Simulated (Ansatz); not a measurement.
# Al (P2_1/m) in Ansatz: relaxation of the atoms with PBE

Aim: the relaxation of the atoms of Al with PBE.

Everything below comes from runs of Ansatz 0.2.0. Logs are shortened: lines on timing, memory, paths and dates and some standing lists are left out, and cuts for length are marked.

### Step 1. The cell of the first run

Symmetry: P2_1/m, No. 11, monoclinic system. Conventional cell: a = 2.800 Å, b = 4.867 Å, c = 2.812 Å, α = 90.00°, β = 119.57°, γ = 90.00°. Around Al (site symmetry m) lie 12 Al at 2.80 to 2.93 Å.

This isn't the form of Al at room conditions, which is fcc.

### Step 2. Relaxation of the atoms, PBE (strained by -1 %)

input.yaml reads:

```yaml
crystal:
  lattice:
    - [2.8124553515, -0.0140622768, 0.0]
    - [-1.4184059646, 2.4426889198, 0.0]
    - [0.0, 0.0, 4.86685]
  atoms:
    - { symbol: Al, position: [0.3333333333, 0.6666666667, 0.25] }
    - { symbol: Al, position: [0.6666666667, 0.3333333333, 0.75] }
hamiltonian:
  xc: pbe
  pseudopotentials: { kind: paw }
kpoints:
  mp_grid: { grid: [11, 11, 6] }
scf:
  occupations: { method: fermi_dirac, width: 0.05 }
output:
  forces: true
  stress: true
  eigenvalues: true
relax:
  f_tol: 0.01
  max_steps: 40
```

Potentials or basis: Ansatz PAW.

On the command line:

```bash
> ansatz run input.yaml --threads 2 --pin off --max-ram 5632MiB --backend cpu --events-out ev --progress --plain --runs-dir out
```

Standard output:

```text
Warning: output.stress: scf.convergence.dr2_threshold = 1e-7 eV (the SCF's general default) is looser than the 2e-10 eV advised for a printed stress (1e-10 eV for each atom of the cell: 2). What an SCF threshold leaves in a stress goes as its square root, and in the free energy as the threshold itself, and one threshold admits the most on a small cell: of the crystals measured, under no hybrid functional and no lock of the moments, on runs that ended without the residual-converged pass, on stresses that held no estimate of that error, the worst erred by over 100 MPa in a component at 1e-7 eV an atom and by under 5 at 1e-10. Every solve of this run answers to scf.convergence.dr2_threshold, and the tensor of one is reported: a single SCF on the reported geometry and on this run's grids (its basis.xc_grid and basis.ecutrho_ratio typed), with scf.convergence.dr2_threshold at 2e-10 eV or tighter, prints it and tightens no other solve. Else set scf.convergence.dr2_threshold to 2e-10 eV or tighter. The threshold is an SCF's pass mark: one that does not reach it within its budget of iterations ends unconverged, or closes short of it on a stop that the run arms, and scf.convergence.dr2_threshold's page says what that costs each kind of run
Warning: RAYON_NUM_THREADS=2 ignored (pool sized by the plan → 2); use --threads N
Engine: ansatz 0.2.0, aarch64-unknown-linux-gnu
Pseudopotentials: kind: paw
Pseudopotential: Al, paw, valence charge 3, recommended cutoff 420 eV (normal), Al.paw.azcp
Functional definition: PBE
  parameter kappa = 0.804
  parameter beta = 0.06672455060314922
  exchange = pbe_x(kappa = kappa, mu = beta*pi^2/3)
  correlation = pbe_c(beta = beta)
Crystal: 2 atoms, lattice volume = 33.338 Å³
Basis set: ecut = 420 eV, 665 PW (Γ), exchange–correlation on 40×40×72 points (8 copies of the dense FFT grid, shifted against one another)
Bands: 7, of which v1, the nominal top of the filled ones, is band 3 counted from 1 (2 counted from 0)
Symmetry: 4 space group operations
Space group: P21/m (ITA 11), of the structure as read, at distance tolerance 3.2e-5 Å
k-points: 244 of 726
Non-local potential: Al, projectors of the file, l = 0: 2, l = 1: 2, l = 2: 1
PAW form: soft (Blöchl's): semilocal exchange-correlation on the pseudo side does not see the compensation charge
PAW one-centre angular grid: Al, 110 points (default); XC on 64 Gauss nodes
Initial density: superposition of atomic densities (neutral atoms: chi_scale 0, normalization atom), corrected by the library's trained network
Initial wavefunctions: pseudopotential atomic-orbital guess
Functional: x = pbe(κ = 0.804, μ = 0.2195149727645171), c = pbe(β = 0.06672455060314922)
SCF iter   1: F=—  HF=-1074.948650 eV  |F-HF|=—  |Δ(HF+E_count)|=         —  Δρ=1.64e-3  dr2=1.03e-3  ethr=1.77e-3  ⟨swp⟩=5.2  Hψ=13925  notcnv=0
preconditioner: auto → none  [metal: Δε(μ)=0.042 eV  Ē_g=8.976 eV  σ=0.050 eV  W_gap=0.21  n_scr=2 (ndim 8)  ℏωp=15.8 eV  f_vac=0.000  D(μ)=0.54/eV (n_scr^D=2)  sad-step TF]
SCF iter   2: F=—  HF=-1074.948568 eV  |F-HF|=—  |Δ(HF+E_count)|=   8.23e-5  Δρ=1.00e-3  dr2=3.94e-4  ethr=1.72e-5  ⟨swp⟩=1.2  Hψ=3718  notcnv=0
iter 3 did not close the SCF: its close was put off for the readings that it lacked (scf_convergence_deferred on its scf_iter line)
SCF iter   3: F=-1074.948473 eV  HF=-1074.948473 eV  |F-HF|=6.44e-8  |Δ(HF+E_count)|=   9.45e-5  Δρ=4.59e-5  dr2=7.11e-7  ethr=6.57e-6  ⟨swp⟩=1.3  Hψ=1842  notcnv=0
iter 4 did not close the SCF: its close was put off for the readings that it lacked (scf_convergence_deferred on its scf_iter line)
SCF iter   4: F=-1074.948474 eV  HF=-1074.948474 eV  |F-HF|=3.77e-8  |Δ(HF+E_count)|=   7.04e-8  Δρ=1.28e-5  dr2=2.28e-8  ethr=1.18e-8  ⟨swp⟩=2.0  Hψ=2278  notcnv=0
iter 5 did not close the SCF: its close was put off for the readings that it lacked (scf_convergence_deferred on its scf_iter line)
SCF iter   5: F=-1074.948474 eV  HF=-1074.948474 eV  |F-HF|=1.86e-10  |Δ(HF+E_count)|=   3.95e-8  Δρ=9.22e-7  dr2=3.25e-10  ethr=3.80e-10  ⟨swp⟩=2.2  Hψ=2404  notcnv=0
SCF iter   6: F=-1074.948474 eV  HF=-1074.948474 eV  |F-HF|=1.14e-12  |Δ(HF+E_count)|=  1.61e-10  Δρ=1.46e-7  dr2=6.25e-12  ethr=5.42e-12  ⟨swp⟩=1.4  Hψ=5685  notcnv=0
SCF 1 converged in 6 iterations: F = -1074.948474 eV  dr2 = 6.25e-12
relax step   1: F+E_penalty+E_count = -1074.94847361 eV  Δ(F+E_penalty+E_count) = +0.000e0 eV  max|allowed force component| = 1.424e-3 eV/Å  Δτ_max = 0.0000 Å  (6 SCF iters, dr2 threshold 2.50e-6 eV, accepted)
Initial density: handed on by an earlier stage of this run
Initial wavefunctions: those handed on with the density
iter 1 solved again at ethr=1.10e-11 eV; its pass at ethr=3.10e-3 eV (dr2=6.62e-10 eV) is discarded
SCF iter   1: F=—  HF=-1074.948482 eV  |F-HF|=—  |Δ(HF+E_count)|=         —  Δρ=1.69e-6  dr2=7.40e-10  ethr=1.10e-11  ⟨swp⟩=2.4  Hψ=10118  notcnv=0
preconditioner: auto → none  [metal: Δε(μ)=0.042 eV  Ē_g=8.976 eV  σ=0.050 eV  W_gap=0.20  n_scr=2 (ndim 8)  ℏωp=15.8 eV  f_vac=0.000  D(μ)=0.54/eV (n_scr^D=2)]
SCF iter   2: F=-1074.948474 eV  HF=-1074.948474 eV  |F-HF|=1.41e-11  |Δ(HF+E_count)|=   8.77e-6  Δρ=8.19e-7  dr2=1.85e-10  ethr=1.10e-11  ⟨swp⟩=4.7  Hψ=8619  notcnv=0
SCF 2 converged in 2 iterations: F = -1074.948474 eV  dr2 = 1.85e-10
relax step   2: F+E_penalty+E_count = -1074.94847361 eV  Δ(F+E_penalty+E_count) = +1.114e-11 eV  max|allowed force component| = 1.424e-3 eV/Å  Δτ_max = 0.0000 Å  (2 SCF iters, accepted)
SCF converged after 2 iterations
Free energy (F): -1074.948474 eV
Harris-Foulkes:  -1074.948474 eV  (|F-HF|=1.41e-11)
Internal energy: -1074.943709 eV  (E = F + TS)
E sigma→0 (E₀):  -1074.946091 eV
Entropy (-TS):   -0.004764 eV (-2.382 meV/atom)
Fermi energy:    7.858629 eV
--- Per-component energies (eV) ---
  E_band       = 20.665761
  E_kinetic    = 45.198603
  E_local      = 19.315476  (includes V_loc(G=0)·N_el)
  E_nonlocal   = 20.786066
  E_hartree    = 0.211286
  E_xc         = -79.349978
  E_vxc        = -57.750320  (∫ρ·V_xc dr)
  E_paw        = -934.650689  (= ΣΔE_a)
  E_vpaw       = -7.306631  (= ΣTr[D̂ρ^β])
  E_aug_tail   = -0.000004  (compensation charges beyond the density's cutoff)
  E_ewald      = -146.454469
  E_smearing   = -0.004764  (= −TS)
  E_closure    = 0.000000  (closes the sum)
  Σ components = -1074.948474   (vs F -1074.948474, Δ=0.00e0)
--- Forces (eV/Å), atoms counted from 1 ---
  atom   1  Al     0.00142428    -0.00002756     0.00000000
  atom   2  Al    -0.00142428     0.00002756     0.00000000
  max |Σ_I F_I| component: 3.39e-21 eV/Å
--- Stress (GPa, compression-positive) ---
        1.677134       0.509778       0.000000
        0.509778       1.692272       0.000000
        0.000000       0.000000      -2.834571
  P = ⅓ Tr σ = 0.1783 GPa (1.783 kbar)
--- Band table (eV; the first three rows and the last of 244) ---
  k-point 0: bands = ["-3.2244", "2.7698", "3.0138", "18.9003", "19.1410", "19.2894", "19.3723"]
  k-point 1: bands = ["-3.0512", "1.0451", "5.0467", "16.3241", "19.2604", "19.4294", "19.4966"]
  k-point 2: bands = ["-2.5327", "-0.4772", "7.4915", "13.1864", "19.6359", "19.8223", "19.8750"]
  k-point 243: bands = ["2.5595", "2.5595", "6.9776", "6.9776", "12.8375", "12.8375", "14.6022"]
--- Relaxed structure (2 steps of the walk, 2 accepted, 0 SCFs on fresh bases) ---
  F+E_penalty+E_count = -1074.94847361 eV   max|allowed force component| = 1.424e-3 eV/Å
  atoms:
    - { symbol: Al, position: [0.33333333330000003, 0.6666666667, 0.25] }
    - { symbol: Al, position: [0.6666666666999999, 0.3333333333, 0.7500000000000001] }
```

Run time: 3.3 s. Hardware: 2 threads of Arm Neoverse V2, shared host; peak memory 0.34 GiB.

What came out:

```yaml
Free_energy: -1074.9485 eV
Energy_gained_by_relaxing: 0.0 meV/atom
Ionic_steps: 2
Pressure_after_relaxing: 0.2 GPa
Band_gap_on_the_k_mesh: none (metal or under the smearing width)
```

Stress tensor (GPa, compression positive):
```
 1.68  0.51  0.00
 0.51  1.69  0.00
 0.00  0.00 -2.83
```

Final structure:
```
CELL_PARAMETERS angstrom
2.81246 -0.01406 0.00000
-1.41841 2.44269 0.00000
0.00000 0.00000 4.86685
ATOMIC_POSITIONS crystal
Al 0.33333 0.66667 0.25000
Al 0.66667 0.33333 0.75000
```

Caveat: the thresholds are loose for stress.
